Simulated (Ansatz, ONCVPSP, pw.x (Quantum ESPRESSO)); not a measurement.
## What a changed setting does to a pw.x run (diamond Sm)

Potential: optimised norm-conserving Vanderbilt (ONCV), ONCVPSP 4.0.1.1 (patched build), PBEsol; core [Kr] 4d10, reference 4f5.5 5s2 5p6 5d0.5 6s2; waves: 5s+6s: rc 2.20 bohr, ncon 5, nbas 9, qcut 6.3 1/bohr, 2 projectors; 5p: rc 2.14 bohr, ncon 5, nbas 9, qcut 8.3 1/bohr, 1 projector; 5d: rc 2.30 bohr, ncon 5, nbas 8, qcut 4.2 1/bohr, 1 projector; 4f: rc 1.48 bohr, ncon 4, nbas 8, qcut 10.9 1/bohr, 1 projector; local part: polynomial inside 1.48 bohr (lpopt 5, dvloc0 0 Ha); core correction: Teter function, fcfact 5.5, rcfact 1.45.

The reference run (k-mesh 9³, cutoffs 140/560 Ry, Fermi–Dirac 0.01 Ry, mixing_beta 0.4, conv_thr 1e-9, no spin) gives -1.13 GPa at 20.043 Å³/atom, where all-electron LAPW gives -0.01 GPa. This run, with its own iteration cap, changes nspin = 2 with starting_magnetization to -0.3.

```
&control
  calculation='scf', prefix='x', pseudo_dir='./', outdir='./tmp', tstress=.true., disk_io='none'
/
&system
  ibrav=0, nat=2, ntyp=1, ecutwfc=140, ecutrho=560, nbnd=26,
  occupations='smearing', smearing='fd', degauss=0.01, nspin=2, starting_magnetization(1)=-0.3
/
&electrons
  conv_thr=1e-09, mixing_beta=0.4, electron_maxstep=50
/
ATOMIC_SPECIES
Sm 1.0 Sm.UPF
CELL_PARAMETERS angstrom
  0.00000000 2.71636156 2.71636156
  2.71636156 0.00000000 2.71636156
  2.71636156 2.71636156 0.00000000
ATOMIC_POSITIONS crystal
Sm 0.0000 0.0000 0.0000
Sm 0.2500 0.2500 0.2500
K_POINTS automatic
9 9 9 0 0 0
```

```bash
pw.x < Sm.scf.in > Sm.scf.out
```

Q: How does the run end?

A: It converges in 13 iterations; the free energy moves by -3.57 eV/atom and the pressure by +51.78 GPa.

```
Message from routine setup:
     using ibrav=0 with symmetry is DISCOURAGED, use correct ibrav instead
     lattice parameter (alat)  =       7.2594  a.u.
     unit-cell volume          =     270.5137 (a.u.)^3
     number of electrons       =        32.00
     number of Kohn-Sham states=           26
     kinetic-energy cutoff     =     140.0000  Ry
     charge density cutoff     =     560.0000  Ry
     scf convergence threshold =      1.0E-09
     Exchange-correlation= PBESOL
     atomic species   magnetization
     number of k points=    35  Fermi-Dirac smearing, width (Ry)=  0.0100
     iteration #  1     ecut=   140.00 Ry     beta= 0.40
     total energy              =    -362.61219489 Ry
     estimated scf accuracy    <       0.91715055 Ry
     total magnetization       =    -9.58 Bohr mag/cell
     absolute magnetization    =     9.58 Bohr mag/cell
     iteration #  2     ecut=   140.00 Ry     beta= 0.40
     total energy              =    -362.80441244 Ry
     estimated scf accuracy    <       2.72702148 Ry
     total magnetization       =   -13.63 Bohr mag/cell
     absolute magnetization    =    13.63 Bohr mag/cell
     iteration #  3     ecut=   140.00 Ry     beta= 0.40
     total energy              =    -363.03914122 Ry
     estimated scf accuracy    <       0.41518340 Ry
     total magnetization       =   -11.84 Bohr mag/cell
     absolute magnetization    =    11.85 Bohr mag/cell
     [... 7 iterations left out ...]
     iteration # 11     ecut=   140.00 Ry     beta= 0.40
     total energy              =    -363.05988346 Ry
     estimated scf accuracy    <       0.00000002 Ry
     total magnetization       =   -11.45 Bohr mag/cell
     absolute magnetization    =    11.51 Bohr mag/cell
     iteration # 12     ecut=   140.00 Ry     beta= 0.40
     total energy              =    -363.05988346 Ry
     estimated scf accuracy    <          2.1E-09 Ry
     total magnetization       =   -11.45 Bohr mag/cell
     absolute magnetization    =    11.51 Bohr mag/cell
     iteration # 13     ecut=   140.00 Ry     beta= 0.40
     the Fermi energy is    19.7741 ev
!    total energy              =    -363.05988346 Ry
     estimated scf accuracy    <          4.3E-11 Ry
     smearing contrib. (-TS)   =      -0.03054639 Ry
     The total energy is F=E-TS. E is the sum of the following terms:
     one-electron contribution =     -74.38302306 Ry
     hartree contribution      =      75.86590185 Ry
     xc contribution           =     -95.86384205 Ry
     ewald contribution        =    -268.64837381 Ry
     total magnetization       =   -11.45 Bohr mag/cell
     absolute magnetization    =    11.51 Bohr mag/cell
     convergence has been achieved in  13 iterations
          total   stress  (Ry/bohr**3)                   (kbar)     P=      506.46
     Message from routine punch:
     Nothing written, as per user request (disk_io='none')
```

The run took about 3 min on one core of a shared host (Intel(R) Xeon(R) 6975P-C, 192 threads, 378 GiB, load 75).
